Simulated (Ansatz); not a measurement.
# LiNbO3: the band gap up the ladder of functionals

An exercise on one series of results from a longer session: the logs are not shown, and one member is left open.

The runs shown are made with Ansatz 0.2.0. PAW datasets, plane waves. Calculated at 0 K for a non-magnetic cell.

## Starting point

The cell was relaxed beforehand with r2SCAN.

The symmetry is R3c (No. 161, trigonal); conventional cell a = 5.137 Å, c = 13.884 Å, 10.58 Å³ an atom. Near Li stand 6 O at 2.05–2.24 Å; near Nb stand 6 O at 1.88–2.14 Å; near O stand 2 Nb at 1.88–2.14 Å and 2 Li at 2.05–2.24 Å.

The structure in full:

```cif
data_structure
_symmetry_space_group_name_H-M 'R3c:H'
_symmetry_Int_Tables_number 161
_cell_length_a 5.1374
_cell_length_b 5.1374
_cell_length_c 13.8845
_cell_angle_alpha 90.000
_cell_angle_beta 90.000
_cell_angle_gamma 120.000
_cell_volume 317.36
loop_
_atom_site_label
_atom_site_type_symbol
_atom_site_symmetry_multiplicity
_atom_site_Wyckoff_symbol
_atom_site_fract_x
_atom_site_fract_y
_atom_site_fract_z
_atom_site_occupancy
Li1 Li 6 a 0.33333 0.66667 0.37303 1
Nb1 Nb 6 a 0.33333 0.66667 0.65504 1
O1 O 18 b 0.67691 0.71144 0.59199 1
```

Set-up of the first run:

File input.yaml:

```yaml
crystal:
  lattice:
    - [5.1374318219, 0.0001787928, -0.0008836407]
    - [2.5685044721, 4.86005988, 0.0051590359]
    - [0.0014451658, 2.7055934488, 8.476982237]
  atoms:
    - { symbol: Li, position: [0.440458789, 0.1190876894, 0.1468168112] }
    - { symbol: Li, position: [0.9404590221, 0.1190885899, 0.6468172079] }
    - { symbol: Li, position: [0.1904585731, 0.619088945, 0.3968209802] }
    - { symbol: Li, position: [0.6904579621, 0.6190890149, 0.8968208338] }
    - { symbol: Nb, position: [0.0174502815, 0.9651113387, 0.0058167858] }
    - { symbol: Nb, position: [0.5174504678, 0.965111643, 0.5058165829] }
    - { symbol: Nb, position: [0.7674512247, 0.465111174, 0.2558130355] }
    - { symbol: Nb, position: [0.2674509978, 0.4651117468, 0.7558128047] }
    - { symbol: O, position: [0.7390341118, 0.7759640541, 0.3655511917] }
    - { symbol: O, position: [0.7908192026, 0.7759699943, 0.059726208] }
    - { symbol: O, position: [0.3061871608, 0.7759653266, 0.1867428213] }
    - { symbol: O, position: [0.1832076156, 0.2759636621, 0.3097229599] }
    - { symbol: O, position: [0.6678386013, 0.2759666485, 0.4367417165] }
    - { symbol: O, position: [0.2390330926, 0.7759642567, 0.865550823] }
    - { symbol: O, position: [0.7349969183, 0.2759692709, 0.1155485027] }
    - { symbol: O, position: [0.2908193418, 0.7759706063, 0.5597260119] }
    - { symbol: O, position: [0.8061871314, 0.7759653458, 0.686742698] }
    - { symbol: O, position: [0.683206951, 0.2759637983, 0.8097225173] }
    - { symbol: O, position: [0.1678378849, 0.2759673022, 0.9367411674] }
    - { symbol: O, position: [0.2349971895, 0.2759696122, 0.6155483203] }
kpoints:
  mp_grid: { grid: [6, 6, 4] }
  band_path:
    path:
      - [[0.0, 0.0, 0.0], [2.569499387533e-16, 0.4999999999623, 1.543198411606e-16], [0.2648768336637, 0.499995883735, -0.794637339307]]
      - [[0.4702390615382, 0.2351144096088, -0.999999168369], [-3.712590353332e-06, -2.14432736903e-06, -1.000001370787], [0.0, 0.0, 0.0], [0.3675571851741, -5.711896012023e-06, -1.102681044733]]
      - [[0.367557947601, 0.3675551466719, -0.897318253838], [0.4999993145963, 0.49999437428, -0.4999983436], [0.0, 0.0, 0.0]]
    npoints: 10
hamiltonian:
  xc: pbe
scf:
  occupations: { method: fermi_dirac, width: 0.02 }
  n_extra_bands: 9
output:
  forces: true
  stress: true
  eigenvalues: true
```

Among the steps run: Band structure with PBE; r2SCAN at the same geometry; Single point with HSE06; PBE+SOC at the same geometry; PBE0 at the same geometry.

One table of the session follows, with a row left open; its other results are not shown here.

| level | gap (eV) |
| --- | --- |
| PBE | ? |
| r2SCAN | 4.00 |
| HSE06 | 5.03 |
| PBE+SOC | 3.55 |
| PBE0 | 5.79 |

Estimate the missing values for PBE.

As computed: gap (eV): 3.59. In the column «gap (eV)» it lies between PBE+SOC (3.55) and r2SCAN (4.00).

Meshes: PBE 6×6×4, r2SCAN 6×6×4, HSE06 4×4×2, PBE+SOC 6×6×4, PBE0 4×4×2

PBE+SOC gives the least gap, 3.55 eV, and PBE0 the largest, 5.79 eV. Against HSE06, PBE is short by 1.44 eV, at 71 % of it, and r2SCAN 80 %. PBE0 lies 0.76 eV above HSE06, which differs from it by screening the long-range exchange.

Limits of these values: Warnings in the runs' records: structure snapped to symmetry, near symmetry operations not taken, stress scf threshold loose, stress exchange threshold loose.
